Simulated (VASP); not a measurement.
A run of VASP 6.6.1 is set up as follows.

The input INCAR:

```
PREC = Accurate
ENCUT = 520
EDIFF = 1E-6
ISMEAR = -1
SIGMA = 0.1
LREAL = False
LASPH = True
NELM = 80
ALGO = Fast
ISIF = 2
LWAVE = False
LCHARG = False
LNONCOLLINEAR = True
MAGMOM = 0 0 0 0 0 0
LORBIT = 11
LSORBIT = True
GGA_COMPAT = False
GGA = BO
LUSE_VDW = True
AGGAC = 0.0
PARAM1 = 0.1833333333
PARAM2 = 0.22
```

KPOINTS

```
Automatic mesh
0
Gamma
  5 5 5
```

The input POSCAR:

```
KI
1.0
    0.0000000000      3.5327750000      3.5327750000
    3.5327750000      0.0000000000      3.5327750000
    3.5327750000      3.5327750000      0.0000000000
I K
1 1
Direct
    0.5000000000      0.5000000000      0.5000000000
    0.0000000000      0.0000000000      0.0000000000
```

KPOINTS_OPT

```
path GXWKGLUWLK,UX
15
line-mode
reciprocal
 0.0000000000  0.0000000000  0.0000000000  G
 0.5000000000  0.0000000000  0.5000000000  X

 0.5000000000  0.0000000000  0.5000000000  X
 0.5000000000  0.2500000000  0.7500000000  W

 0.5000000000  0.2500000000  0.7500000000  W
 0.3750000000  0.3750000000  0.7500000000  K

 0.3750000000  0.3750000000  0.7500000000  K
 0.0000000000  0.0000000000  0.0000000000  G

 0.0000000000  0.0000000000  0.0000000000  G
 0.5000000000  0.5000000000  0.5000000000  L

 0.5000000000  0.5000000000  0.5000000000  L
 0.6250000000  0.2500000000  0.6250000000  U

 0.6250000000  0.2500000000  0.6250000000  U
 0.5000000000  0.2500000000  0.7500000000  W

 0.5000000000  0.2500000000  0.7500000000  W
 0.5000000000  0.5000000000  0.5000000000  L

 0.5000000000  0.5000000000  0.5000000000  L
 0.3750000000  0.3750000000  0.7500000000  K

 0.6250000000  0.2500000000  0.6250000000  U
 0.5000000000  0.0000000000  0.5000000000  X
```

Potentials or basis: VASP PAW PBE potentials, release 64 (I, K_sv).

The run is started by

```console
$ cat potpaw_PBE.64/I/POTCAR potpaw_PBE.64/K_sv/POTCAR > POTCAR
$ mpirun -np 1 vasp_ncl > vasp.out
```

**Question.** Predict the pressure.

**Answer.** -0.2 GPa.

Caveat: the PAW data sets were made with another functional, which shifts forces and pressure a little.
